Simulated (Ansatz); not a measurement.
# FeO: the cost of one run

Computed with Ansatz 0.2.0 (DFT PBE+U, scalar-relativistic, plane waves, PAW, unless a step's input says otherwise).

1 further run of the same task is left out (set aside as unsound or not needed).

**1. Starting point**

It takes space group R-3m (No. 166, trigonal). The conventional cell has a = 3.169 Å, b = 3.169 Å, c = 7.448 Å, α = 90.00°, β = 90.00°, γ = 120.00°. Around Fe (site symmetry -3m) lie 6 O at 2.21 Å. Around O (site symmetry -3m) lie 6 Fe at 2.21 Å.

As a file:

```cif
data_structure
_symmetry_space_group_name_H-M 'R-3m:H'
_symmetry_Int_Tables_number 166
_cell_length_a 3.1691
_cell_length_b 3.1691
_cell_length_c 7.4484
_cell_angle_alpha 90.000
_cell_angle_beta 90.000
_cell_angle_gamma 120.000
_cell_volume 64.78
loop_
_atom_site_label
_atom_site_type_symbol
_atom_site_symmetry_multiplicity
_atom_site_Wyckoff_symbol
_atom_site_fract_x
_atom_site_fract_y
_atom_site_fract_z
_atom_site_occupancy
Fe1 Fe 3 a 0.00000 0.00000 0.00000 1
O1 O 3 b 0.33333 0.66667 0.16667 1
```

It is the result of an earlier relaxation at this level (volume 10.80 Å³/atom; gap on the mesh: 0.87 eV, site moments up to 3.5 μB).

**2. Electric field gradients at the nuclei**

Input file input.yaml:

```yaml
crystal:
  lattice:
    - [1.5845266723, 0.9148269008, 2.4827937714]
    - [-1.5845266723, 0.9148269008, 2.4827937714]
    - [0.0, -1.8296538016, 2.4827937714]
  atoms:
    - { symbol: Fe, position: [0.0, 0.0, 0.0], spin: 3.9 }
    - { symbol: O, position: [0.5, 0.5, 0.5], spin: 0.17 }
basis:
  ecutwfc: 420
kpoints:
  mp_grid: { grid: [12, 12, 12] }
hamiltonian:
  xc: pbe
  hubbard: { sites: [{ species: Fe, l: d, u_eff: 5.3 }] }
scf:
  occupations: { method: gaussian, width: 0.02 }
output:
  forces: true
  stress: true
  eigenvalues: true
  populations: true
  efg: {}
magnetization:
  spin_polarized: true
checkpoint:
  read: start.run
  write: ck
  compress: false
  write_wavefunctions: false
  write_every: 100000
```

Run with:

```bash
$ ansatz run input.yaml --threads 1 --pin off --max-ram 3072MiB --backend cpu --events-out ev --progress --plain --runs-dir out
```

**Question.** How long does this run take on 1 thread of Arm Neoverse V1, shared host, and how much memory does it need?

About 87 s, with a peak of 1.3 GiB.
